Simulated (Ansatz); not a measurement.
Runs of Ansatz 0.2.0 on Ga. The structure is monoclinic, space group P2_1/m (No. 11). The conventional cell has a = 2.778 Å, b = 3.282 Å, c = 4.210 Å, α = 90.00°, β = 108.61°, γ = 90.00°. Around Ga (site symmetry m) lie 8 Ga at 2.71 to 2.84 Å. This isn't the form of Ga at room conditions, which is orthorhombic.

```csv
task,level,spin,cell,k mesh,gap on the mesh (eV),pressure (GPa),relaxed volume (Å³/atom),largest force (eV/Å)
relaxation of cell and atoms,PBEsol0,off,relaxed,5 × 4 × 4,none,0.0,17.91,-
single point,PBEsol0,off,as given,5 × 4 × 4,none,(b),-,0.04
single point,B3LYP,off,as given,5 × 4 × 4,none,6.0,-,(a)
single point,PBE0,"SOC, no magnetisation",as given,4 × 4 × 3,none,0.0,-,0.23
single point,PBE0,off,as given,5 × 4 × 4,none,1.2,-,0.04
relaxation of cell and atoms,PBE0,off,relaxed,5 × 4 × 4,none,0.0,18.62,-
```

Alike in all rows: potentials or basis Ansatz PAW; cutoff (eV) 420; smearing fermi-dirac 0.05 eV; the mesh is coarse, so values aren't converged.

Estimate the missing entries.

(a) 0.03; (b) -1.2.

Caveats: all runs use coarse meshes; the PAW data sets come from PBE, with cores solved anew for the run's functional, which leaves a small shift of forces and pressure; the thresholds are loose for stress (some runs); the plane-wave basis is chosen anew once the cell has moved, so the energies of steps on either side of that aren't comparable (some runs).

A k mesh can miss the band edges, and rows without SOC leave out spin-orbit coupling on Ga.

A gap of «none» marks a metal or a gap under the smearing width.
